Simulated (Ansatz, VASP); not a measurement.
One calculation of Ba, two programs

Contents of INCAR:

```
  PREC = Accurate
  ENCUT = 520
  EDIFF = 1E-7
  ISMEAR = -1
  SIGMA = 0.08
  LREAL = False
  LASPH = True
  NELM = 80
  ALGO = Normal
  ISIF = 2
  LWAVE = False
  LCHARG = True
  GGA = PE
  LELF = True
  LVHAR = True
  NBANDS = 11
```

KPOINTS

```
Automatic mesh
0
Gamma
  10 10 9
```

Contents of POSCAR:

```
Ba
1.0
    3.1385773372      0.0000000000      0.0000000000
   -1.5692886686      2.7180877057      0.0000000000
    0.0000000000      0.0000000000      2.9158779899
Ba
1
Direct
    0.0000000000      0.0000000000      0.0000000000
```

Input for Ansatz:

```yaml
crystal:
  lattice:
    - [3.1385773372, 0.0, 0.0]
    - [-1.5692886686, 2.7180877057, 0.0]
    - [0.0, 0.0, 2.9158779899]
  atoms:
    - { symbol: Ba, position: [0.0, 0.0, 0.0] }
kpoints:
  mp_grid: { grid: [10, 10, 9] }
  band_path:
    path:
      - [0.0, 0.0, 0.0]
      - [0.5, 0.0, 0.0]
      - [0.3333333333, 0.3333333333, 0.0]
      - [0.0, 0.0, 0.0]
      - [0.0, 0.0, 0.5]
      - [0.5, 0.0, 0.5]
      - [0.3333333333, 0.3333333333, 0.5]
      - [0.0, 0.0, 0.5]
      - [0.5, 0.0, 0.5]
    npoints: 8
scf:
  occupations: { method: fermi_dirac, width: 0.08 }
hamiltonian:
  xc: pbe
  pseudopotentials: { kind: paw }
output:
  forces: true
  stress: true
  eigenvalues: true
  populations: true
  dos: { projected: true, de: 0.2, e_range: [-14, 8] }
```

Change from the starting cell: volume scaled by 0.4, PAW files.

Alike in both runs: task single point; functional PBE; k mesh 10 × 10 × 9; occupations fermi-dirac, width 0.08 eV; no spin polarisation.

|  | VASP | Ansatz |
| --- | --- | --- |
| version | VASP 6.6.1 | Ansatz 0.2.0 |
| potentials or method | VASP PAW PBE potentials, release 64 (Ba_sv) | PAW with Ansatz's default frozen-core files, scalar-relativistic |
| plane-wave cutoff (eV) | 520 | 420 |
| valence electrons in the cell | 10 | 10 |

VASP gave:

```
pressure (GPa)                                  : 36.8
largest component of the traceless stress (GPa) : 1.48
```

Question: Which values does Ansatz return?

Answer: Pressure (GPa): 28.9; largest component of the traceless stress (GPa): 0.10.

Caveats: so large a pressure means that the cell lies far from this level's equilibrium, or that cutoff or potentials fall short (VASP). Spin-orbit coupling is left out, which matters for the levels of Ba.
